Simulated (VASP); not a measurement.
# Fe (Im-3m) in VASP: notebook, part 2 of 3

VASP 6.6.1. Earlier steps stand in the parts before.

## Step 3: Band structure, PBEsol+rVV10+U, collinear spin, ferromagnetic start

The input, INCAR:

```
  PREC = Accurate
  ENCUT = 520
  EDIFF = 1E-6
  ISMEAR = 0
  SIGMA = 0.01
  LREAL = F
  LASPH = T
  NELM = 120
  ALGO = Normal
  ISIF = 2
  LWAVE = F
  LCHARG = F
  ISPIN = 2
  MAGMOM = 3
  LORBIT = 11
  LMAXMIX = 4
  LDAU = T
  LDAUTYPE = 2
  LDAUL = 2
  LDAUU = 3.5
  LDAUJ = 0
  LDAUPRINT = 1
  GGA = PS
  LUSE_VDW = T
  IVDW_NL = 2
  BPARAM = 20.0
  CPARAM = 0.0093
  NBANDS = 14
```

The input, KPOINTS:

```
Automatic mesh
0
Gamma
  13 13 13
```

The input, POSCAR:

```
Fe
1.0
   -1.4430000000      1.4430000000      1.4430000000
    1.4430000000     -1.4430000000      1.4430000000
    1.4430000000      1.4430000000     -1.4430000000
Fe
1
Direct
    0.0000000000      0.0000000000      0.0000000000
```

The input, KPOINTS_OPT:

```
path GHNGPH,PN
10
line-mode
reciprocal
 0.0000000000  0.0000000000  0.0000000000  G
 0.5000000000 -0.5000000000  0.5000000000  H

 0.5000000000 -0.5000000000  0.5000000000  H
 0.0000000000  0.0000000000  0.5000000000  N

 0.0000000000  0.0000000000  0.5000000000  N
 0.0000000000  0.0000000000  0.0000000000  G

 0.0000000000  0.0000000000  0.0000000000  G
 0.2500000000  0.2500000000  0.2500000000  P

 0.2500000000  0.2500000000  0.2500000000  P
 0.5000000000 -0.5000000000  0.5000000000  H

 0.2500000000  0.2500000000  0.2500000000  P
 0.0000000000  0.0000000000  0.5000000000  N
```

Potentials or basis: VASP PAW PBE potentials, release 64 (Fe).

Launch:

```bash
$ cat potpaw_PBE.64/Fe/POTCAR > POTCAR
$ mpirun -np 1 vasp_std > vasp.out
```

Run time: 38 s. Hardware: 1 thread of Intel Xeon Platinum 8488C (Sapphire Rapids), shared host; peak memory 0.2 GiB.

The run converged. Its results:

- Free energy: -6.0716 eV
- Pressure: 0.5 GPa
- Band gap along the path: none (metal or under the smearing width)
- Net moment: 2.91 μB per cell
- Site moments: Fe +2.98 μB
- Valence electrons inside the program's atomic spheres: Fe 7.19

Levels at the corners of the path, in eV from the Fermi level:
Spin up:
| point | band 2 | band 3 | band 4 | band 5 | band 6 | band 7 | band 8 | band 9 |
| --- | --- | --- | --- | --- | --- | --- | --- | --- |
| Γ | -4.21 | -4.21 | -4.21 | -3.00 | -3.00 | 24.17 | 24.17 | 24.17 |
| H | -6.28 | -2.01 | -2.01 | -2.01 | 9.15 | 9.15 | 9.15 | 13.28 |
| H | -6.28 | -2.01 | -2.01 | -2.01 | 9.15 | 9.15 | 9.15 | 13.28 |
| N | -5.16 | -2.97 | -2.86 | -1.78 | 0.21 | 5.71 | 17.58 | 18.90 |
| N | -5.16 | -2.97 | -2.86 | -1.78 | 0.21 | 5.71 | 17.58 | 18.90 |
| Γ | -4.21 | -4.21 | -4.21 | -3.00 | -3.00 | 24.17 | 24.17 | 24.17 |
| Γ | -4.21 | -4.21 | -4.21 | -3.00 | -3.00 | 24.17 | 24.17 | 24.17 |
| P | -4.79 | -4.79 | -2.83 | -2.83 | 7.27 | 7.27 | 7.27 | 9.72 |
| P | -4.79 | -4.79 | -2.83 | -2.83 | 7.27 | 7.27 | 7.27 | 9.72 |
| H | -6.28 | -2.01 | -2.01 | -2.01 | 9.15 | 9.15 | 9.15 | 13.28 |
| P | -4.79 | -4.79 | -2.83 | -2.83 | 7.27 | 7.27 | 7.27 | 9.72 |
| N | -5.16 | -2.97 | -2.86 | -1.78 | 0.21 | 5.71 | 17.58 | 18.90 |
Spin down:
```csv
point,band 1,band 2,band 3,band 4,band 5,band 6
Γ,-8.23,0.44,0.44,0.44,2.71,2.71
H,-1.94,-1.94,3.03,3.03,3.03,9.56
H,-1.94,-1.94,3.03,3.03,3.03,9.56
N,-2.98,-0.82,0.34,2.49,2.98,3.33
N,-2.98,-0.82,0.34,2.49,2.98,3.33
Γ,-8.23,0.44,0.44,0.44,2.71,2.71
Γ,-8.23,0.44,0.44,0.44,2.71,2.71
P,-1.23,-1.23,-1.23,3.03,3.03,9.32
P,-1.23,-1.23,-1.23,3.03,3.03,9.32
H,-1.94,-1.94,3.03,3.03,3.03,9.56
P,-1.23,-1.23,-1.23,3.03,3.03,9.32
N,-2.98,-0.82,0.34,2.49,2.98,3.33
```

Eigenvalues of the final occupation matrices:
```
    site  spin  trace               eigenvalues
site 1 d     1   4.66  0.93 0.93 0.93 0.94 0.94
site 1 d     2   1.55  0.22 0.22 0.37 0.37 0.37
```

Caveat: the PAW data sets were made with another functional, which shifts forces and pressure a little; pairwise dispersion overbinds metals, which lowers pressure and volume; the U is typed as a test and isn't derived for this compound.

## Step 4: Density of states, r2SCAN+D3(BJ)+U, collinear spin, ferrimagnetic start

This run uses another cell than the first one: it holds 2 atoms, not 1.

The input, INCAR:

```
PREC = Accurate ; ENCUT = 500
EDIFF = 1E-6 ; ISMEAR = -5
SIGMA = 0.05 ; LREAL = F
LASPH = T ; NELM = 120
ALGO = Normal ; ISIF = 2
LWAVE = F ; LCHARG = F
ISPIN = 2 ; MAGMOM = 3 -1.5
LORBIT = 11 ; LMAXMIX = 4
LDAU = T ; LDAUTYPE = 2
LDAUL = 2 ; LDAUU = 8
LDAUJ = 0 ; LDAUPRINT = 1
METAGGA = R2SCAN ; LMIXTAU = T
IVDW = 12 ; VDW_S6 = 1.0
VDW_S8 = 0.78981345 ; VDW_A1 = 0.49484001
VDW_A2 = 5.73083694 ; AMIX = 0.6
NEDOS = 1001
```

The input, KPOINTS:

```
Automatic mesh
0
Gamma
  9 9 9
```

The input, POSCAR:

```
Fe
1.0
    2.8860000000      0.0000000000      0.0000000000
    0.0000000000      2.8860000000      0.0000000000
    0.0000000000      0.0000000000      2.8860000000
Fe
2
Direct
    0.0000000000      0.0000000000      0.0000000000
    0.5000000000      0.5000000000      0.5000000000
```

Potentials or basis: VASP PAW PBE potentials, release 64 (Fe).

Launch:

```bash
$ cat potpaw_PBE.64/Fe/POTCAR > POTCAR
$ mpirun -np 1 vasp_std > vasp.out
```

OUTCAR:

```text
PREC = Accurate
   ENCUT = 500
   EDIFF = 1E-6
   ISMEAR = -5
   LREAL = F
   LASPH = T
   NELM = 120
   ISIF = 2
   ISPIN = 2
   LORBIT = 11
   METAGGA = R2SCAN
   IVDW = 12
   AMIX = 0.6
 IVDW          = 12

 ion  position               nearest neighbor table
   1  0.000  0.000  0.000-   2 2.50   2 2.50   2 2.50   2 2.50   2 2.50   2 2.50   2 2.50   2 2.50

   2  0.500  0.500  0.500-   1 2.50   1 2.50   1 2.50   1 2.50   1 2.50   1 2.50   1 2.50   1 2.50

  LATTYP: Found a simple cubic cell.
 ALAT       =     2.8860000000

  Lattice vectors:

 A1 = (   2.8860000000,   0.0000000000,   0.0000000000)
 A2 = (   0.0000000000,   2.8860000000,   0.0000000000)
 A3 = (   0.0000000000,   0.0000000000,   2.8860000000)

Analysis of symmetry for initial positions (statically):
=====================================================================
 Subroutine PRICEL returns following result:

  LATTYP: Found a body centered cubic cell.
 ALAT       =     2.8860000000

  Lattice vectors:

 A1 = (   1.4430000000,   1.4430000000,  -1.4430000000)
 A2 = (  -1.4430000000,   1.4430000000,   1.4430000000)
 A3 = (   1.4430000000,  -1.4430000000,   1.4430000000)

   2 primitive cells build up your supercell.

 Routine SETGRP: Setting up the symmetry group for a
 simple cubic supercell.

 Subroutine GETGRP returns: Found 48 space group operations
 (whereof 48 operations were pure point group operations)
 out of a pool of 48 trial point group operations.

The static configuration has the point symmetry O_h .

Analysis of symmetry for dynamics (positions and initial velocities):
=====================================================================
 Subroutine PRICEL returns following result:

  LATTYP: Found a body centered cubic cell.
 ALAT       =     2.8860000000

  Lattice vectors:

 A1 = (   1.4430000000,   1.4430000000,  -1.4430000000)
[... 255 lines left out ...]
  ext. energy  EPLUGINS =         0.00000000
  ---------------------------------------------------
  free energy    TOTEN  =       -18.51482119 eV

  energy without entropy =      -18.51482119  energy(sigma->0) =      -18.51482119

 E-fermi :   6.6184     XC(G=0): -13.5856

 val. band max:        6.7774291823   @ k =   0.4444   0.4444   0.4444
 cond. band min:       6.5311208740   @ k =   0.2222   0.2222   0.2222
 fundamental gap:     -0.2463083083
 Fermi energy:         6.6184111343

 spin component 1

 k-point     1 :       0.0000    0.0000    0.0000
  band No.  band energies     occupation
      1      -3.0501      1.00000
      2      -3.0499      1.00000
      3      -2.9975      1.00000
      4      -0.5908      1.00000
      5      -0.5908      1.00000
      6      -0.5907      1.00000
      7       2.9529      1.00000
      8       2.9563      1.00000
      9      13.0156      0.00000
     10      13.0156      0.00000
     11      13.0252      0.00000
     12      15.9067      0.00000
[... 745 lines left out ...]
      2      -0.1314      1.00000
      3      -0.0109      1.00000
      4       0.1234      1.00000
      5       1.3753      1.00000
      6       3.3213      1.00000
      7       4.8084      1.00000
      8       5.7946      1.00505
      9       7.2276     -0.00311
     10       7.6954      0.00000
     11       9.6567      0.00000
     12      12.6519      0.00000
     13      14.2868      0.00000

 [... further k-points ...]

------------------------ aborting loop because EDIFF is reached ----------------------------------------

 Edisp (eV)   -0.31684

 E8    (eV) :    -0.1114

  FORCE on cell =-STRESS in cart. coord.  units (eV):
  Direction    XX          YY          ZZ          XY          YZ          ZX
  --------------------------------------------------------------------------------------
  -------------------------------------------------------------------------------------
  Total       4.23413     4.23413     4.23413    -0.00000     0.00000    -0.00000
  in kB     282.21847   282.21847   282.21847    -0.00000     0.00000    -0.00000
  external pressure =      282.22 kB  Pullay stress =        0.00 kB

 VOLUME and BASIS-vectors are now :
 -----------------------------------------------------------------------------
  energy-cutoff  :      500.00
  volume of cell :       24.04
      direct lattice vectors                 reciprocal lattice vectors
     2.886000000  0.000000000  0.000000000     0.346500347  0.000000000  0.000000000
     0.000000000  2.886000000  0.000000000     0.000000000  0.346500347  0.000000000
     0.000000000  0.000000000  2.886000000     0.000000000  0.000000000  0.346500347

 POSITION                                       TOTAL-FORCE (eV/Angst)
 -----------------------------------------------------------------------------------
      0.00000      0.00000      0.00000         0.000000      0.000000      0.000000
      1.44300      1.44300      1.44300         0.000000      0.000000      0.000000
 -----------------------------------------------------------------------------------
    total drift:                                0.000000      0.000000     -0.000000

  FREE ENERGIE OF THE ION-ELECTRON SYSTEM (eV)
  ---------------------------------------------------
  free  energy   TOTEN  =       -18.8316566246 eV

  energy  without entropy=      -18.8316566246  energy(sigma->0) =      -18.83165662

 total charge

# of ion       s       p       d       tot
------------------------------------------
    1        0.515   0.458   6.237   7.210
    2        0.468   0.561   6.470   7.498
--------------------------------------------------
tot          0.983   1.018  12.707  14.709

 magnetization (x)

# of ion       s       p       d       tot
------------------------------------------
    1        0.064  -0.047   3.432   3.448
    2       -0.103  -0.134  -2.905  -3.142
--------------------------------------------------
tot         -0.039  -0.182   0.527   0.306
```

OSZICAR:

```text
N       E                     dE             d eps       ncg     rms          rms(c)
DAV:   1     0.877267131176E+02    0.87727E+02   -0.75028E+03  1868   0.154E+03
DAV:   2    -0.145413909358E+02   -0.10227E+03   -0.96122E+02  1820   0.274E+02
[... 28 lines left out ...]
DAV:  31    -0.185147670259E+02   -0.15867E-04   -0.36498E-07  1055   0.981E-03    0.238E-03
DAV:  32    -0.185147924188E+02   -0.25393E-04   -0.23531E-07   920   0.107E-02    0.168E-03
DAV:  33    -0.185148126739E+02   -0.20255E-04   -0.13405E-07  1030   0.639E-03    0.125E-03
DAV:  34    -0.185148188602E+02   -0.61863E-05   -0.91163E-08   920   0.742E-03    0.101E-03
DAV:  35    -0.185148208785E+02   -0.20184E-05   -0.44982E-08   940   0.411E-03    0.381E-04
DAV:  36    -0.185148211896E+02   -0.31103E-06   -0.14782E-08   920   0.174E-03
   1 F= -.18831657E+02 E0= -.18831657E+02  d E =0.000000E+00  mag=     0.2143
```

stdout:

```text
POSCAR found type information on POSCAR Fe
 POSCAR found :  1 types and       2 ions
 scaLAPACK will be used
 -----------------------------------------------------------------------------
|                                                                             |
[... 23 lines left out ...]
|     occupations, so forces and stress will be inaccurate. We suggest        |
|     using a different smearing scheme ISMEAR = 1 or 2 for metals in         |
|     relaxations.                                                            |
|                                                                             |
 -----------------------------------------------------------------------------
```

It took 3.5 min on 1 thread of Intel Xeon Platinum 8375C at 2.90GHz (Ice Lake), shared host; peak memory 0.17 GiB.

Results:

- Free energy: -18.8317 eV
- Pressure: 28.2 GPa
- Band gap on the k mesh: none (metal or under the smearing width)
- Net moment: 0.21 μB per cell
- Site moments: Fe +3.45, -3.14 μB
- Valence electrons inside the program's atomic spheres: Fe 7.21, 7.50
- Dispersion energy per atom: -0.158 eV

States per cell in windows of 0.5 eV (zero at the Fermi level; states under -8 eV left out):
```tsv
from (eV)	up	down	Fe2_d_down	Fe1_d_down	Fe2_d_up	Fe1_d_up	Fe1_p_up	Fe2_p_down
-8.0	1.50	0.37	0.22	0.01	0.02	1.41	0.00	0.01
-7.5	0.89	0.59	0.43	0.01	0.01	0.84	0.00	0.01
-7.0	0.08	1.56	1.33	0.06	0.00	0.04	0.00	0.01
-6.5	0.08	1.50	1.34	0.06	0.01	0.02	0.01	0.01
-6.0	0.09	0.66	0.56	0.02	0.01	0.02	0.01	0.01
-5.5	0.08	0.33	0.25	0.01	0.01	0.01	0.01	0.02
-5.0	0.09	0.36	0.26	0.01	0.02	0.01	0.01	0.02
-4.5	0.11	0.13	0.04	0.01	0.04	0.01	0.01	0.02
-4.0	0.51	0.14	0.04	0.02	0.39	0.05	0.01	0.02
-3.5	0.82	0.15	0.03	0.04	0.54	0.09	0.02	0.02
-3.0	0.46	0.11	0.02	0.04	0.30	0.03	0.02	0.01
-2.5	0.27	0.20	0.03	0.08	0.18	0.01	0.02	0.03
-2.0	0.19	0.41	0.06	0.18	0.12	0.01	0.02	0.06
-1.5	0.04	0.34	0.04	0.18	0.01	0.00	0.01	0.04
-1.0	0.02	0.41	0.04	0.26	0.01	0.00	0.01	0.04
-0.5	0.15	0.54	0.03	0.42	0.06	0.00	0.03	0.03
0.0	0.25	0.59	0.04	0.45	0.09	0.01	0.05	0.03
0.5	0.23	0.63	0.06	0.49	0.08	0.01	0.05	0.02
1.0	0.19	0.28	0.04	0.17	0.07	0.01	0.04	0.02
1.5	0.21	0.23	0.04	0.12	0.08	0.02	0.04	0.02
2.0	0.18	0.16	0.03	0.07	0.07	0.02	0.03	0.01
2.5	0.15	0.78	0.10	0.50	0.06	0.01	0.03	0.01
3.0	0.13	0.24	0.04	0.13	0.06	0.01	0.02	0.01
3.5	0.17	0.11	0.02	0.06	0.09	0.01	0.03	0.00
4.0	0.16	0.06	0.01	0.03	0.09	0.01	0.02	0.00
4.5	0.44	0.02	0.01	0.01	0.28	0.05	0.03	0.00
5.0	0.63	0.01	0.00	0.00	0.45	0.06	0.04	0.00
5.5	0.64	0.05	0.00	0.05	0.44	0.10	0.01	0.00
6.0	0.56	0.78	0.01	0.66	0.42	0.07	0.01	0.03
6.5	0.14	0.13	0.00	0.08	0.06	0.04	0.01	0.01
7.0	0.14	0.24	0.03	0.11	0.04	0.04	0.00	0.02
7.5	0.14	0.27	0.04	0.10	0.05	0.04	0.01	0.03
```

Eigenvalues of the final occupation matrices:
```csv
site,spin,trace,eigenvalues
site 1 d,1,4.85,0.96 0.96 0.96 0.98 0.98
site 1 d,2,1.41,0.02 0.02 0.45 0.45 0.45
site 2 d,1,1.79,0.03 0.03 0.03 0.86 0.86
site 2 d,2,4.71,0.92 0.92 0.92 0.97 0.97
```

Caveat: a pressure of tens of GPa on the cell as given is suspect, and the run, the potentials or the cell itself is likely at fault; the PAW data sets were made with another functional, which shifts forces and pressure a little; pairwise dispersion overbinds metals, which lowers pressure and volume; the U is typed as a test and isn't derived for this compound; tetrahedron occupations give inexact forces and stress in metals.

[end of part 2 of 3]
